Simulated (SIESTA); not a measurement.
Set up this calculation in SIESTA 5.4.2, as the native input.

* Task: band structure
* Functional: PBE
* Potentials or basis: PseudoDojo 0.4 stringent (PBE files)
* Basis: DZP (energy shift 0.003 Ry; two zetas on semicore shells; d shell added on Ba)
* Grid cutoff: 500 Ry
* Energy shift: 0.003 Ry
* k mesh: 7 × 7 × 7
* Occupations: fermi-dirac, width 0.05 eV
* Spin: no spin polarisation

BaTe:

```xyz
2
Lattice="0.0000 3.4100 3.4100 3.4100 0.0000 3.4100 3.4100 3.4100 0.0000" Properties=species:S:1:pos:R:3 pbc="T T T"
Ba    0.0000    0.0000    0.0000
Te    3.4100    3.4100    3.4100
```

The input as run:

BaTe.fdf

```
SystemName                      BaTe
SystemLabel                     BaTe
NumberOfSpecies                 2
NumberOfAtoms                   2
%block ChemicalSpeciesLabel
  1  56 Ba
  2  52 Te
%endblock ChemicalSpeciesLabel

UseStructFile                   true

%block kgrid.MonkhorstPack
    7   0   0  0.0
    0   7   0  0.0
    0   0   7  0.0
%endblock kgrid.MonkhorstPack
XC.Functional                   GGA
XC.Authors                      PBE
PAO.BasisSize                   DZP
PAO.EnergyShift                 0.003 Ry
Mesh.Cutoff                     500 Ry
OccupationFunction              FD
ElectronicTemperature           0.05 eV
MaxSCFIterations                120
SCF.MustConverge                false
SCF.Mixer.Method                Pulay
SCF.Mixer.Weight                0.25
SCF.Mixer.History               8
SCF.DM.Tolerance                5.0e-05
SCF.H.Tolerance                 1.0e-03 eV
WriteForces                     true
Charge.Mulliken                 end
BandLinesScale                  ReciprocalLatticeVectors
%block BandLines
    1    0.000000   0.000000   0.000000  \Gamma
   12    0.500000   0.000000   0.500000  X
    6    0.500000   0.250000   0.750000  W
    4    0.375000   0.375000   0.750000  K
   13    0.000000   0.000000   0.000000  \Gamma
   11    0.500000   0.500000   0.500000  L
    8    0.625000   0.250000   0.625000  U
    4    0.500000   0.250000   0.750000  W
    9    0.500000   0.500000   0.500000  L
    8    0.375000   0.375000   0.750000  K
    1    0.625000   0.250000   0.625000  U
    4    0.500000   0.000000   0.500000  X
%endblock BandLines
%block PAO.Basis
  Ba 5
  n=5 0 2
    4.395 0.000
  n=6 0 2
    9.500 0.000
  n=5 1 2
    5.243 0.000
  n=6 1 1
    9.500
  n=5 2 1
    7.000
  Te 6
  n=4 0 2
    2.276 0.000
  n=5 0 2
    4.888 0.000
  n=4 1 2
    2.516 0.000
  n=5 1 2
    6.955 0.000
  n=4 2 2
    3.260 0.000
  n=5 2 1
    6.955
%endblock PAO.Basis
```

BaTe.STRUCT_IN

```
   0.0000000000     3.4100000000     3.4100000000
   3.4100000000     0.0000000000     3.4100000000
   3.4100000000     3.4100000000     0.0000000000
2
1  56    0.0000000000     0.0000000000     0.0000000000
2  52    0.5000000000     0.5000000000     0.5000000000
```

Potentials or basis: PseudoDojo 0.4 stringent (PBE files), DZP (energy shift 0.003 Ry; two zetas on semicore shells; d shell added on Ba).

Command:

```console
$ siesta < BaTe.fdf > BaTe.out 2>&1
```

Results of the run:

```
Pressure                : 4.6 GPa
Band gap on the k mesh  : 1.53 eV, indirect (least direct gap 1.91 eV)
Band gap along the path : 1.46 eV, indirect (least direct gap 1.85 eV)
```

Caveat: short orbitals over semicore shells can move pressures by several GPa; the valence orbitals were made in a potential fitted to the semicore shell under them, which widens gaps by tenths of an eV or more; spin-orbit coupling is left out, which moves the levels of the heavy elements; the basis of atomic orbitals isn't converged, which shifts pressures, moduli and gaps.

Run time: 42 s on 1 thread of Intel(R) Xeon(R) Platinum 8375C CPU @ 2.90GHz (Ice Lake), on a shared host, peak memory 0.27 GiB.
